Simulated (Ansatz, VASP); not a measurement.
**InSb3: VASP beside Ansatz**

INCAR

```
SYSTEM = InSb3
PREC     = Accurate       ! precision mode
ENCUT    = 520            ! plane-wave cutoff, eV
EDIFF    = 1E-6           ! SCF threshold, eV
ISMEAR   = -1             ! smearing method
SIGMA    = 0.05           ! smearing width, eV
LREAL    = .False.        ! projectors in reciprocal space
LASPH    = .True.         ! aspherical terms in the spheres
NELM     = 100            ! most SCF steps
ALGO     = Normal         ! electronic algorithm
ISIF     = 2              ! what is computed and relaxed
LWAVE    = .False.        ! write WAVECAR
LCHARG   = .False.        ! write CHGCAR
GGA      = PE             ! functional
NBANDS   = 22             ! bands
```

KPOINTS

```
regular mesh
0
Gamma
  9 9 9
  0 0 0
```

File POSCAR:

```
InSb3
1.0
    0.0000000000      3.7945550000      3.7945550000
    3.7945550000      0.0000000000      3.7945550000
    3.7945550000      3.7945550000      0.0000000000
In Sb
1 3
Direct
    0.0000000000      0.0000000000      0.0000000000
    0.2500000000      0.2500000000      0.2500000000
    0.7500000000      0.7500000000      0.7500000000
    0.5000000000      0.5000000000      0.5000000000
```

Input for Ansatz:

```yaml
crystal:
  lattice:
    - [0.0, 3.794555, 3.794555]
    - [3.794555, 0.0, 3.794555]
    - [3.794555, 3.794555, 0.0]
  atoms:
    - { symbol: In, position: [0.0, 0.0, 0.0] }
    - { symbol: Sb, position: [0.25, 0.25, 0.25] }
    - { symbol: Sb, position: [0.75, 0.75, 0.75] }
    - { symbol: Sb, position: [0.5, 0.5, 0.5] }
kpoints:
  mp_grid: { grid: [9, 9, 9] }
  band_path:
    path:
      - [0.0, 0.0, 0.0]
      - [0.5, 0.0, 0.5]
      - [0.625, 0.25, 0.625]
      - [0.375, 0.375, 0.75]
      - [0.0, 0.0, 0.0]
      - [0.5, 0.5, 0.5]
      - [0.5, 0.25, 0.75]
      - [0.5, 0.0, 0.5]
    npoints: 14
scf:
  occupations: { method: fermi_dirac, width: 0.05 }
hamiltonian:
  xc: pbe
  pseudopotentials: { kind: all_electron, lapw: { basis_error: 0.0005 } }
output:
  forces: true
  stress: true
  eigenvalues: true
  populations: true
  dos: { projected: true, de: 0.2, e_range: [-14, 8] }
```

The cell comes from a database or a generator and needn't be the stable form of this composition.

Alike in both runs: task single point; functional PBE; k mesh 9 × 9 × 9; occupations fermi-dirac, width 0.05 eV; no spin polarisation.

|  | VASP | Ansatz |
| --- | --- | --- |
| version | VASP 6.6.1 | Ansatz 0.2.0 |
| potentials or method | VASP PAW PBE potentials, release 64 (In_d, Sb) | all-electron LAPW, scalar-relativistic |
| plane-wave cutoff (eV) | 520 | see its input |

|  | VASP | Ansatz | Ansatz less VASP |
| --- | --- | --- | --- |
| pressure (GPa) | 0.3 | 0.3 | +0.09 |

Ansatz ran all-electron here, so the differences hold the error of VASP's frozen core and of both bases.

Spin-orbit coupling is left out, which matters for the levels of Sb.
